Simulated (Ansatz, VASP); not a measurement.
# MgO (Periclase): VASP beside Ansatz, part 2 of 2

Wanted: the spread between two codes on one cell, functional and k mesh.

VASP 6.6.1 and Ansatz 0.2.0.

So far. Step 4 (Comparison): The walks stopped with -0.02 GPa left in Ansatz and 0.00 GPa in VASP; each walk ends within a tolerance, so the volume difference is uncertain by about these residues over the bulk modulus, most in soft cells.

The database entry behind the starting cell differs from later determinations by our own check (about 0.1 % long), so it need not match the best structure at ambient conditions.

### 5. Ansatz: relaxation of cell and atoms, r2SCAN

Level of this step: Ansatz beside VASP: Kohn-Sham DFT, plane waves, r2SCAN (Ansatz).

The relaxed volume is the usual yardstick between codes: its relative difference is about their pressure difference at one cell divided by the bulk modulus.

The input, input.yaml:

```yaml
crystal:
  lattice:
    - [0.0, 2.1085, 2.1085]
    - [2.1085, 0.0, 2.1085]
    - [2.1085, 2.1085, 0.0]
  atoms:
    - { symbol: Mg, position: [0.0, 0.0, 0.0] }
    - { symbol: O, position: [0.5, 0.5, 0.5] }
hamiltonian:
  xc: r2scan
  pseudopotentials: { kind: paw }
kpoints:
  mp_grid: { grid: [9, 9, 9] }
scf:
  occupations: { method: fermi_dirac, width: 0.05 }
relax:
  f_tol: 0.01
  max_steps: 60
  cell: { stress_tol: 0.05 }
output:
  forces: true
  stress: true
```

On the command line:

```
> ansatz run input.yaml --threads 4 --pin off --max-ram 9216MiB --backend cpu --events-out ev --progress --plain --runs-dir out
```

Numbers of over 12 decimals in the logs are rounded to 6 here.

Log:

```text
[...]
Crystal: 2 atoms, lattice volume = 18.748 Å³
Basis set: ecut = 500 eV, 531 PW (Γ), exchange–correlation on 96×96×96 points (64 copies of the dense FFT grid, shifted against one another)
Bands: 12, of which v1, the nominal top of the filled ones, is band 8 counted from 1 (7 counted from 0)
Symmetry: 48 space group operations
[...]
k-points: 35 of 729
[...]
-0.000000       0.016209      -0.000000
       -0.000000      -0.000000       0.016209
  P = ⅓ Tr σ = 0.0162 GPa (0.162 kbar)
--- Relaxed structure (3 steps of the walk, 3 accepted, 1 SCFs on fresh bases) ---
[...]
cell:  # Å, volume = 18.5792 Å³
    - [0, 2.102161, 2.102161]
    - [2.102161, 0, 2.102161]
    - [2.102161, 2.102161, 0]
  atoms:
    - { symbol: Mg, position: [0, 0, 0] }
    - { symbol: O, position: [0.500000, 0.500000, 0.500000] }
[key lines of the parts left out:]
SCF converged after 5 iterations
Free energy (F): -2498.334990 eV
Fermi energy:    10.676524 eV
```

Elapsed: 1.2 s, on 4 threads of Intel Xeon 6975P-C (Granite Rapids), shared host; peak memory 0.4 GiB.

### 6. VASP: relaxation of cell and atoms, r2SCAN

The same cell, functional, mesh and smearing now go to VASP, with its own data sets and cutoff.

The input, INCAR:

```
SYSTEM = MgO
PREC = Accurate
ENCUT = 560
EDIFF = 1E-06
NELM = 100
ISMEAR = -1
SIGMA = 0.05
LREAL = .FALSE.
ALGO = Normal
METAGGA = R2SCAN
LASPH = .TRUE.
NBANDS = 10
LORBIT = 11
LWAVE = .FALSE.
LCHARG = .FALSE.
KPAR = 2
IBRION = 2
NSW = 60
ISIF = 3
EDIFFG = -0.01
```

The input, POSCAR:

```
MgO
1.0
    0.0000000000      2.1085000000      2.1085000000
    2.1085000000      0.0000000000      2.1085000000
    2.1085000000      2.1085000000      0.0000000000
Mg O
1 1
Direct
    0.0000000000      0.0000000000      0.0000000000
    0.5000000000      0.5000000000      0.5000000000
```

The input, KPOINTS:

```
Automatic mesh
0
Gamma
9 9 9
0 0 0
```

The projector-augmented-wave data sets are Mg and O (PBE family, release 64).

On the command line:

```
> mpirun -np 2 vasp_std
```

Log:

```text
[banner, memory and clock lines left out]
running    2 mpi-ranks, on    1 nodes
[...]
[... a notice as in an earlier step ...]

 LDA part: xc-table for (None), standard interpolation
 POSCAR, INCAR and KPOINTS ok, starting setup
[...]
entering main loop
       N       E                     dE             d eps       ncg     rms          rms(c)
DAV:   1     0.123510982918E+02    0.12351E+02   -0.50154E+03   772   0.778E+02
DAV:   2    -0.191251038644E+02   -0.31476E+02   -0.30776E+02   790   0.154E+02
DAV:   3    -0.198476999438E+02   -0.72260E+00   -0.72189E+00   842   0.216E+01
DAV:   4    -0.198495938407E+02   -0.18939E-02   -0.18939E-02   766   0.123E+00
[...]
DAV:  11    -0.161609875427E+02   -0.16473E-04   -0.77634E-06   746   0.301E-02    0.611E-03
DAV:  12    -0.161609886518E+02   -0.11091E-05   -0.46614E-07   408   0.516E-03    0.300E-03
DAV:  13    -0.161609885486E+02    0.10320E-06   -0.67924E-07   372   0.630E-03
   1 F= -.16160989E+02 E0= -.16160989E+02  d E =-.161610E+02
[...]
DAV:   5    -0.161632160368E+02    0.56080E-05   -0.29708E-05   740   0.363E-02    0.298E-03
DAV:   6    -0.161632135791E+02    0.24577E-05   -0.12092E-06   384   0.977E-03    0.155E-03
DAV:   7    -0.161632134819E+02    0.97193E-07   -0.25593E-07   354   0.320E-03
   2 F= -.16163213E+02 E0= -.16163213E+02  d E =-.222493E-02
 trial-energy change:   -0.002225  1 .order   -0.002154   -0.007245    0.002938
 step:   0.7200(harm=  0.7115)  dis= 0.00000  next Energy=   -16.163623 (dE=-0.263E-02)
[...]
N       E                     dE             d eps       ncg     rms          rms(c)
DAV:   1    -0.161658196800E+02   -0.26061E-02   -0.44086E-02   728   0.185E+00    0.343E-01
DAV:   2    -0.161636489386E+02    0.21707E-02   -0.11633E-02   730   0.692E-01    0.427E-02
DAV:   3    -0.161636318400E+02    0.17099E-04   -0.16863E-04   726   0.126E-01    0.184E-02
DAV:   4    -0.161636257627E+02    0.60773E-05   -0.15247E-05   722   0.301E-02    0.745E-03
DAV:   5    -0.161636245456E+02    0.12171E-05   -0.23956E-06   576   0.103E-02    0.825E-04
DAV:   6    -0.161636252663E+02   -0.72060E-06   -0.91278E-08   350   0.276E-03
   3 F= -.16163625E+02 E0= -.16163625E+02  d E =-.263672E-02
[...]
reached required accuracy - stopping structural energy minimisation
```

OUTCAR, selected parts (step 6):

```text
  Total       -0.0003568     -0.0003568     -0.0003568     -0.0000000      0.0000000      0.0000000
  in kB       -0.0309976     -0.0309976     -0.0309976     -0.0000000      0.0000000      0.0000000
  external PRESSURE =      -0.0309976 kB  Pullay stress =       0.0000000 kB

 POSITION                                       TOTAL-FORCE (eV/Angst)
 -----------------------------------------------------------------------------------
      0.00000      0.00000      0.00000         0.000000      0.000000      0.000000
      2.09691      2.09691      2.09691        -0.000000     -0.000000     -0.000000
 -----------------------------------------------------------------------------------
    total drift:                               -0.000000     -0.000000      0.000000

  FREE ENERGIE OF THE ION-ELECTRON SYSTEM (eV)
  ---------------------------------------------------
  free  energy   TOTEN  =       -16.1636252663 eV

  energy  without entropy=      -16.1636252662  energy(sigma->0) =      -16.16362527

[... 2 parts as in an earlier step ...]

[... 2 further parts left out ...]
[key lines of the parts left out:]
E-fermi :   3.9555
```

### 7. Side by side

What differs besides the data sets and the points named for the pairs above, as far as they apply: VASP keeps PBE cores, Ansatz makes them for the functional; the cutoff is 500 eV in Ansatz and 560 eV in VASP. Total energies have different zeros and are not compared.

The two programs side by side:

```
                                         quantity  Ansatz   VASP  difference
                                      volume (Å³)   18.58  18.44     +0.75 %
edge a after relaxation, in the typed setting (Å)   2.973  2.966     +0.25 %
```

The walks stopped with 0.02 GPa left in Ansatz and 0.00 GPa in VASP; each walk ends within a tolerance, so the volume difference is uncertain by about these residues over the bulk modulus, most in soft cells.

### 8. Results

```json
{
 "difference in volume (relaxation of cell and atoms, PBEsol)": "0.38 %",
 "difference in volume (relaxation of cell and atoms, r2SCAN)": "0.75 %"
}
```

**Reading.** The difference in volume is 0.75 % (relaxation of cell and atoms, r2SCAN), within the 1.2 % picked in this series as the mark of a large difference, as far as the stopping tolerances let one tell. How closely two codes agree says nothing of how well the functional describes the real material.

[Lines on the potential files, build, host, timing and source positions are cut from VASP's logs without a mark.]

[Logs are printed without paths, hosts, clocks, repeated set-up lines and the standing remarks that a program may print on its own settings, such as how far it seeks lower states.]

[Hosts, paths, dates, database ids (printed as entryN), source tags and the programs' standing remarks are cut or masked in the printed files.]
